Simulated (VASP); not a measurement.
Wanted: the native input for a VASP 6.6.1 run.

* Task: single point
* Functional: PBEsol
* Potentials or basis: VASP PAW PBE potentials, release 64 (Te, Pb_d)
* Cutoff: 520 eV
* k mesh: 8 × 8 × 8
* Occupations: gaussian, width 0.05 eV
* Spin: no spin polarisation
* Dipole correction: no
* Further INCAR settings: ALGO = Normal; EDIFF = 1e-06; NBANDS = 17

The structure of TePb lies in POSCAR:

```
TePb
1.0
    0.0000000000      3.2270000000      3.2270000000
    3.2270000000      0.0000000000      3.2270000000
    3.2270000000      3.2270000000      0.0000000000
Te Pb
1 1
Direct
    0.5000000000      0.5000000000      0.5000000000
    0.0000000000      0.0000000000      0.0000000000
```

These files were run (other wordings do the same):

INCAR

```
SYSTEM = TePb
PREC     = Accurate       ! precision mode
ENCUT    = 520            ! plane-wave cutoff, eV
EDIFF    = 1E-6           ! SCF threshold, eV
ISMEAR   = 0              ! smearing method
SIGMA    = 0.05           ! smearing width, eV
LREAL    = .FALSE.        ! projectors in reciprocal space
LASPH    = .TRUE.         ! aspherical terms in the spheres
NELM     = 80             ! most SCF steps
ALGO     = Normal         ! electronic algorithm
ISIF     = 2              ! what is computed and relaxed
LWAVE    = .FALSE.        ! write WAVECAR
LCHARG   = .FALSE.        ! write CHGCAR
GGA      = PS             ! functional
NBANDS   = 17             ! bands
```

KPOINTS

```
Automatic mesh
0
G
  8 8 8
  0 0 0
```

Potentials or basis: VASP PAW PBE potentials, release 64 (Te, Pb_d).

Launch:

```console
$ cat potpaw_PBE.64/Te/POTCAR potpaw_PBE.64/Pb_d/POTCAR > POTCAR
$ mpirun -np 1 vasp_std > vasp.out
```

It gave:

```yaml
Pressure: -0.3 GPa
Band_gap_on_the_k_mesh: 0.66 eV, direct
```

Caveat: the PAW data sets were made with another functional, which shifts forces and pressure a little; spin-orbit coupling is left out, which as a rule narrows the gap of such compounds by several tenths of an eV.

Wall time 54 s on 1 thread of Intel(R) Xeon(R) Platinum 8375C CPU @ 2.90GHz (Ice Lake) (shared host), peak memory 0.21 GiB.
